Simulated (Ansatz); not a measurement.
# B: the cost of one run

Computed with Ansatz 0.2.0 (DFT PBE, scalar-relativistic, plane waves, PAW, unless a step's input says otherwise).

1 further run of the same task is left out (it didn't finish).

## Step 1: The starting structure

The structure is tetragonal, space group I-42m (No. 121). The conventional cell has a = 5.043 Å, b = 5.043 Å, c = 4.532 Å, α = 90.00°, β = 90.00°, γ = 90.00°. B (site symmetry 1) has 4 B at 1.65 to 1.76 Å as nearest neighbours.

Coordinates:

```
B
1.0
    -2.52141    2.52141    2.26584
     2.52141   -2.52141    2.26584
     2.52141    2.52141   -2.26584
B
8
Direct
  0.75543 0.11320 0.23211
  0.88109 0.52332 0.76789
  0.11320 0.75543 0.23211
  0.47668 0.24457 0.35776
  0.88680 0.11891 0.64224
  0.52332 0.88109 0.76789
  0.24457 0.47668 0.35776
  0.11891 0.88680 0.64224
```

Recipe of the guess: 4-connected net of one element (I-42m, No. 121). The dimensions are guesses.

## Step 2: Probe: one point on a coarse mesh

input.yaml reads:

```yaml
crystal:
  lattice:
    - [-2.52141413, 2.52141413, 2.265836]
    - [2.52141413, -2.52141413, 2.265836]
    - [2.52141413, 2.52141413, -2.265836]
  atoms:
    - { symbol: B, position: [0.75543277, 0.11319686, 0.23211063] }
    - { symbol: B, position: [0.88108623, 0.52332214, 0.76788937] }
    - { symbol: B, position: [0.11319686, 0.75543277, 0.23211063] }
    - { symbol: B, position: [0.47667786, 0.24456723, 0.3577641] }
    - { symbol: B, position: [0.88680314, 0.11891377, 0.6422359] }
    - { symbol: B, position: [0.52332214, 0.88108623, 0.76788937] }
    - { symbol: B, position: [0.24456723, 0.47667786, 0.3577641] }
    - { symbol: B, position: [0.11891377, 0.88680314, 0.6422359] }
basis:
  ecutwfc: 420
kpoints:
  mp_grid: { grid: [6, 6, 6] }
hamiltonian:
  xc: pbe
scf:
  occupations: { method: gaussian, width: 0.1 }
  lower_state_search: "off"
output:
  forces: true
  stress: true
  eigenvalues: true
```

Run with:

```
$ ansatz run input.yaml --threads 1 --pin off --max-ram 2560MiB --backend cpu --events-out ev --progress --plain --runs-dir out
```

**Question.** How long does this run take on 1 thread of Arm Neoverse V1, shared host, and how much memory does it need?

About 3.2 s, with a peak of 0.31 GiB.
